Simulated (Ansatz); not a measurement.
A (100) slab of TaN (P-6m2 (No. 187)), 10 planes, outer planes N (top) and Ta (bottom), with 10 atoms (Ta5N5) in a surface cell of A = 8.394 Å², as cut from the bulk:

```
CELL_PARAMETERS angstrom
2.87073 0.00000 0.00000
0.00000 2.92399 0.00000
0.00000 0.00000 26.81716
ATOMIC_POSITIONS crystal
Ta 0.50000 0.50000 0.27967
N 0.00000 0.50000 0.34262
Ta 0.50000 0.00000 0.37410
N 0.00000 0.00000 0.43705
Ta 0.50000 0.50000 0.46852
N 0.00000 0.50000 0.53148
Ta 0.50000 0.00000 0.56295
N 0.00000 0.00000 0.62590
Ta 0.50000 0.50000 0.65738
N 0.00000 0.50000 0.72033
```

Theory: DFT PBEsol, scalar-relativistic, plane waves, PAW in Ansatz 0.2.0. Settings: cutoff 420 eV, Γ-centred mesh 12×12×1 on the computed 10-atom cell, Gaussian smearing of 0.10 eV; no spin polarisation. The cell repeats along c with a dipole correction in the vacuum.

Against the same 10 atoms in the bulk, the slab as cut lies 7.868 eV higher and the relaxed slab 6.493 eV higher.

(1) Work out the surface energy before and after relaxation.

(2) What is the ideal work of this cut, per area?

Results:

(1) The slab has two faces, so γ = (E_slab − N·E_bulk)/(2A), the mean of both. As cut: 7.868/(2 × 8.394) = 0.4687 eV/Å², and 1 eV/Å² = 16.02 J/m², so γ = 7.51 J/m². Relaxed: 6.493/(2 × 8.394) = 0.3868 eV/Å² = 6.20 J/m². Relaxation recovers 17 % of the cost of cutting.

(2) Griffith's ideal work is 2γ: 15.02 J/m² if the new faces stay rigid, 12.39 J/m² if they relax. Other cuts parallel to this plane can cost less. One thickness was run, 10 planes, so γ can still shift with it.

The reference crystal is a form of TaN, which isn't its usual structure.